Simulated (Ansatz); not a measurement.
# Se (Selenium): the cost of one run

Computed with Ansatz 0.2.0 (DFT PBE+D3(BJ), scalar-relativistic, plane waves, PAW, unless a step's input says otherwise).

2 further runs of the same task are left out: 2 set aside as unsound or not needed.

### 1 The starting structure

Symmetry: P3_121, No. 152, trigonal system. The conventional cell has a = 4.068 Å, b = 4.068 Å, c = 5.128 Å, α = 90.00°, β = 90.00°, γ = 120.00°. Se (site symmetry 2) has 2 Se at 2.44 Å as nearest neighbours.

As a file:

```cif
data_structure
_symmetry_space_group_name_H-M 'P3_121'
_symmetry_Int_Tables_number 152
_cell_length_a 4.0681
_cell_length_b 4.0681
_cell_length_c 5.1277
_cell_angle_alpha 90.000
_cell_angle_beta 90.000
_cell_angle_gamma 120.000
_cell_volume 73.49
loop_
_atom_site_label
_atom_site_type_symbol
_atom_site_symmetry_multiplicity
_atom_site_Wyckoff_symbol
_atom_site_fract_x
_atom_site_fract_y
_atom_site_fract_z
_atom_site_occupancy
Se1 Se 3 a 0.24735 0.00000 0.33333 1
```

This cell was relaxed beforehand with the same method: volume 24.50 Å³/atom, gap on the mesh 0.52 eV.

### 2 Electronic structure at the relaxed geometry

File input.yaml:

```yaml
crystal:
  lattice:
    - [4.068146571, 0.0, 0.0]
    - [-2.0340732855, 3.5231182768, 0.0]
    - [0.0, 0.0, 5.1277306249]
  atoms:
    - { symbol: Se, position: [0.2473450699, 0.0, 0.3333333333] }
    - { symbol: Se, position: [0.0, 0.2473450699, 0.6666666667] }
    - { symbol: Se, position: [0.7526549301, 0.7526549301, 0.0] }
basis:
  ecutwfc: 420
kpoints:
  mp_grid: { grid: [12, 12, 8] }
  band_path:
    path:
      - [[0.0, 0.0, 0.0], [0.5, 0.0, 0.0], [0.33333333, 0.33333333, 0.0], [0.0, 0.0, 0.0], [0.0, 0.0, 0.5], [0.5, 0.0, 0.5], [0.33333333, 0.33333333, 0.5], [0.0, 0.0, 0.5]]
      - [[0.5, 0.0, 0.5], [0.5, 0.0, 0.0]]
      - [[0.33333333, 0.33333333, 0.5], [0.33333333, 0.33333333, 0.0]]
    npoints: 14
hamiltonian:
  xc: pbe
  dispersion: d3bj
scf:
  occupations: { method: gaussian, width: 0.02 }
  n_extra_bands: 7
output:
  forces: true
  stress: true
  eigenvalues: true
  populations: true
  dos: { projected: true, de: 0.02, nscf_kmesh: { grid: [18, 18, 12] } }
  bader: true
  write_density: true
  write_potential: true
  elf: true
  volumetric_format: npy
```

Run with:

```
$ ansatz run input.yaml --threads 2 --pin off --max-ram 5120MiB --backend cpu --events-out ev --progress --plain --runs-dir out
```

**Question.** How long does this run take on 2 threads of Arm Neoverse N1, shared host, and how much memory does it need?

About 1.9 min, with a peak of 0.72 GiB.
